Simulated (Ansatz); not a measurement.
## Pressure against volume in ZrSe2

It was relaxed at this level from a cell as deposited in COD.

These are results of DFT PBE, scalar-relativistic, plane waves, PAW (Ansatz), not measurements. Settings of the last relaxation (3-atom cell): 420 eV, 12×12×6 k points, Gaussian smearing of 0.02 eV, no spin polarisation.

```cif
data_structure
_symmetry_space_group_name_H-M 'P-3m1'
_symmetry_Int_Tables_number 164
_cell_length_a 3.7984
_cell_length_b 3.7984
_cell_length_c 6.8236
_cell_angle_alpha 90.000
_cell_angle_beta 90.000
_cell_angle_gamma 120.000
_cell_volume 85.26
loop_
_atom_site_label
_atom_site_type_symbol
_atom_site_symmetry_multiplicity
_atom_site_Wyckoff_symbol
_atom_site_fract_x
_atom_site_fract_y
_atom_site_fract_z
_atom_site_occupancy
Zr1 Zr 1 a 0.00000 0.00000 0.00000 1
Se1 Se 2 d 0.33333 0.66667 0.23200 1
```

The cell was set to several volumes, with shape and atoms relaxed at each where symmetry leaves them free. Pressure is positive in compression, and energies count from the lowest row.

| row | V (Å³/atom) | P (GPa) | ΔE (meV/atom) | gap on mesh (eV) |
| --- | --- | --- | --- | --- |
| 1 | 25.010 | 1.91 | 14.3 | 0.19 |
| 2 | 25.863 | 1.06 | 6.5 | 0.27 |
| 3 | 26.715 | ? | ? | ? |
| 4 | 27.568 | 0.21 | 0.6 | 0.36 |
| 5 | 28.421 | 0.01 | 0.0 | 0.40 |
| 6 | 29.273 | -0.04 | 0.1 | 0.43 |
| 7 | 30.126 | -0.07 | 0.4 | 0.45 |
| 8 | 31.263 | -0.09 | 1.0 | 0.46 |

Question: Find B = −V·ΔP/ΔV from rows 4 and 6 and from rows 1 and 2, and from the two its slope B′ and its value B0 at zero pressure.

Answer: Rows 4 and 6 give −(27.568 + 29.273)/2 × (-0.04 − (0.21))/(29.273 − 27.568) = 4.2 GPa at a mean pressure of 0.08 GPa. Rows 1 and 2 give −(25.010 + 25.863)/2 × (1.06 − (1.91))/(25.863 − 25.010) = 25.3 GPa at a mean pressure of 1.48 GPa. So B′ = (25.3 − 4.2)/(1.48 − (0.08)) = 15.07 and B0 = 4.2 − 15.07 × (0.08) = 3.0 GPa. A third-order Birch–Murnaghan fit to all the energies gives B0 = 4.2 GPa and B′ = 25.9.

Question: Estimate the pressure and energy of row 3.

Answer: From row 5, V0 = 28.421 × (1 + (0.01)/3.0) = 28.516 Å³/atom. Murnaghan's form P = (B0/B′)·[(V0/V)^B′ − 1] gives (3.0/15.07) × [(28.516/26.715)^15.07 − 1] = 0.33 GPa; the computed pressure is 0.52 GPa, so the estimate is off by -0.19 GPa. The work of compression from row 4, with the mean of the two pressures, gives ΔE = 0.6 + (0.33 + 0.21)/2 × (27.568 − 26.715)/160.2 × 1000 = 2.0 meV/atom (1 eV/Å³ = 160.2 GPa); the computed value is 2.4 meV/atom.

Question: Fit the gap against pressure through the other rows and estimate it at the computed pressure of row 3.

Answer: Over the 7 rows the mean pressure is 0.4271 GPa and the mean gap is 0.366 eV. The sums of products of deviations are S_xx = 3.553 and S_xy = -0.4549, so the slope is -0.4549/3.553 = -0.128 (r = -0.97, rms misfit 0.02 eV). At 0.52 GPa the line gives 0.366 + (-0.128) × (0.52 − 0.4271) = 0.35 eV. The computed value is 0.32 eV, so the line is off by +0.03 eV, no more than the largest miss among the fitted rows (0.03 eV).

Weakly bound directions are ill-defined at this level, which has no dispersion term. Kohn–Sham gaps at this level usually fall short of measured ones. All volumes keep the k mesh of the relaxed cell. Symmetry constrained the relaxation, so the result can be a saddle point.
